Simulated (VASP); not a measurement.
CsI: single point with PBE

The system is CsI.

```
Cs I
1.0
     4.66601    0.00000    0.00000
     0.00000    4.66601    0.00000
     0.00000    0.00000    4.66601
Cs I
1 1
Direct
  0.00000 0.00000 0.00000
  0.50000 0.50000 0.50000
```

```json
{
  "Program": "VASP 6.6.1",
  "Task": "single point",
  "Functional": "PBE",
  "Potentials or basis": "VASP PAW PBE potentials, release 64 (Cs_sv, I)",
  "Cutoff": "520 eV",
  "k mesh": "6 × 6 × 6",
  "Occupations": "gaussian, width 0.02 eV",
  "Spin": "no spin polarisation",
  "Dipole correction": "no",
  "Further INCAR settings": "ALGO = Fast; EDIFF = 1e-07; NBANDS = 15"
}
```

```
Pressure               : 0.0 GPa
Band gap on the k mesh : 3.68 eV, indirect (least direct gap 3.77 eV)
```

Levels at points of the mesh, in eV from the valence-band top:
```csv
k point,band 5,band 6,band 7,band 8,band 9,band 10,band 11,band 12
"(0.00, 0.00, 0.00)",-7.19,-0.10,-0.10,-0.10,3.68,4.27,4.27,7.62
"(0.50, 0.00, 0.00)",-7.14,-1.41,-0.21,-0.21,5.21,6.22,6.44,6.85
"(0.50, 0.50, 0.00)",-7.11,-0.81,-0.81,0.00,4.25,4.89,6.08,6.08
"(0.50, 0.50, 0.50)",-7.40,-1.16,-1.16,-1.16,6.97,6.97,6.97,7.57
```

It took 12 s on 1 thread of Intel(R) Xeon(R) 6975P-C (Granite Rapids), on a shared host, peak memory 0.21 GiB.

Caveat: spin-orbit coupling is left out, which moves the levels of the heavy elements. A k mesh can miss the band edges.
